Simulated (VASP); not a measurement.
The system is GaAs.

```
As Ga
1.0
     0.00000    2.82685    2.82685
     2.82685    0.00000    2.82685
     2.82685    2.82685    0.00000
As Ga
1 1
Direct
  0.75000 0.75000 0.75000
  0.00000 0.00000 0.00000
```

| Property | Result |
| --- | --- |
| Program | VASP 6.6.1 |
| Task | relaxation of cell and atoms |
| Functional | PBE |
| Potentials or basis | VASP PAW PBE potentials, release 64 (As_GW, Ga_d_GW) |
| Cutoff | 900 eV |
| k mesh | 8 × 8 × 8 |
| Occupations | fermi-dirac, width 0.05 eV |
| Spin | no spin polarisation |

At the start: pressure 3.4 GPa; volume 22.59 Å³/atom.

Task: Where does the relaxation end?

Result: Over 10 steps the energy falls by 11.7 meV/atom and the volume is 23.75 Å³/atom (+5.1 %); space group F-43m (No. 216, to 0.05 Å).

The path:
| step | energy change (eV) | largest force (eV/Å) | pressure (GPa) | volume (Å³) |
| --- | --- | --- | --- | --- |
| 1 | 0.0000 | 0.0000 | 3.39 | 45.18 |
| 2 | -0.0206 | 0.0000 | -1.00 | 48.38 |
| 3 | -0.0234 | 0.0000 | 0.08 | 47.51 |
| 4 | -0.0234 | 0.0000 | -0.12 | 47.57 |
| 5 | -0.0234 | 0.0000 | 0.11 | 47.45 |
| 6 | -0.0234 | 0.0000 | -0.27 | 47.51 |
| 7 | -0.0234 | 0.0000 | 0.22 | 47.47 |
| 8 | -0.0234 | 0.0000 | 0.08 | 47.49 |
| 9 | -0.0234 | 0.0000 | -0.08 | 47.50 |
| 10 | -0.0234 | 0.0000 | 0.05 | 47.49 |

Final structure:
```
CELL_PARAMETERS angstrom
0.00000 2.87433 2.87433
2.87433 0.00000 2.87433
2.87433 2.87433 0.00000
ATOMIC_POSITIONS crystal
As 0.75000 0.75000 0.75000
Ga 0.00000 0.00000 0.00000
```
